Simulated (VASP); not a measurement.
Level of theory: r2SCAN meta-GGA, VASP's PBE PAW potentials (set 64) (plane waves; VASP). Each cell was relaxed at this level, without spin-orbit coupling.

### Question
Which of these comes out without a gap?
A. MgF2, P4_2/mnm (136)
B. PtS2, P-3m1 (164)
C. As, R-3m (166)
D. Nb, Im-3m (229)

### Answer
D, Nb, Im-3m (229). The others have gaps of 1.36 eV (PtS2, P-3m1 (164)), 0.41 eV (As, R-3m (166)), 8.11 eV (MgF2, P4_2/mnm (136)).
